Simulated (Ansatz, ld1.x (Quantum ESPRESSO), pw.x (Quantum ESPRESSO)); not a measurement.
pw.x on bcc Si: one setting changed

Potential: norm-conserving Troullier–Martins (Kleinman–Bylander form), ld1.x (Quantum ESPRESSO) 7.5, PBE; core [Ne], reference 3s2 3p2; waves: 3s (bound): rc 1.80 bohr; 3p (bound): rc 1.90 bohr; 3d channel at 0.2 Ry: rc 1.50 bohr; local part: the d channel; core correction: a·sin(br)/r model core inside 1.55 bohr.

The reference run (k-mesh 15³, cutoffs 50/200 Ry, Fermi–Dirac 0.01 Ry, mixing_beta 0.4, conv_thr 1e-9, no spin) gives -0.47 GPa at 14.593 Å³/atom, where all-electron LAPW gives 0.35 GPa. This run, with its own iteration cap, changes degauss to 0.002.

```
&control
  calculation='scf', prefix='x', pseudo_dir='./', outdir='./tmp', tstress=.true., disk_io='none'
/
&system
  ibrav=0, nat=1, ntyp=1, ecutwfc=50, ecutrho=200, nbnd=9,
  occupations='smearing', smearing='fd', degauss=0.002
/
&electrons
  conv_thr=1e-09, mixing_beta=0.4, electron_maxstep=60
/
ATOMIC_SPECIES
Si 1.0 Si.UPF
CELL_PARAMETERS angstrom
  -1.53943562 1.53943562 1.53943562
  1.53943562 -1.53943562 1.53943562
  1.53943562 1.53943562 -1.53943562
ATOMIC_POSITIONS crystal
Si 0.0000 0.0000 0.0000
K_POINTS automatic
15 15 15 0 0 0
```

```bash
pw.x < Si.scf.in > Si.scf.out
```

How does the run end?

It converges in 6 iterations; the free energy moves by +12.0 meV/atom and the pressure by -0.06 GPa. In a metal, with Fermi–Dirac smearing, F lies below its zero-width value by a term in the square of the width.

```
Message from routine setup:
     using ibrav=0 with symmetry is DISCOURAGED, use correct ibrav instead
     lattice parameter (alat)  =       5.0387  a.u.
     unit-cell volume          =      98.4784 (a.u.)^3
     number of electrons       =         4.00
     number of Kohn-Sham states=            9
     kinetic-energy cutoff     =      50.0000  Ry
     charge density cutoff     =     200.0000  Ry
     scf convergence threshold =      1.0E-09
     Exchange-correlation= PBE
     number of k points=   120  Fermi-Dirac smearing, width (Ry)=  0.0020
     iteration #  1     ecut=    50.00 Ry     beta= 0.40
     total energy              =      -8.05747966 Ry
     estimated scf accuracy    <       0.00392054 Ry
     iteration #  2     ecut=    50.00 Ry     beta= 0.40
     total energy              =      -8.05713830 Ry
     estimated scf accuracy    <       0.00116488 Ry
     iteration #  3     ecut=    50.00 Ry     beta= 0.40
     total energy              =      -8.05720230 Ry
     estimated scf accuracy    <       0.00000529 Ry
     iteration #  4     ecut=    50.00 Ry     beta= 0.40
     total energy              =      -8.05720334 Ry
     estimated scf accuracy    <       0.00000002 Ry
     iteration #  5     ecut=    50.00 Ry     beta= 0.40
     total energy              =      -8.05720335 Ry
     estimated scf accuracy    <          2.3E-09 Ry
     iteration #  6     ecut=    50.00 Ry     beta= 0.40
     the Fermi energy is    10.4588 ev
!    total energy              =      -8.05720335 Ry
     estimated scf accuracy    <          5.9E-11 Ry
     smearing contrib. (-TS)   =      -0.00006996 Ry
     The total energy is F=E-TS. E is the sum of the following terms:
     one-electron contribution =       4.63447064 Ry
     hartree contribution      =       0.02896304 Ry
     xc contribution           =      -2.71274657 Ry
     ewald contribution        =     -10.00782050 Ry
     convergence has been achieved in   6 iterations
          total   stress  (Ry/bohr**3)                   (kbar)     P=       -5.23
     Message from routine punch:
     Nothing written, as per user request (disk_io='none')
```

The run took about 6.8 s on one core of a shared host (Neoverse-V1, 32 threads, 247 GiB, load 18).
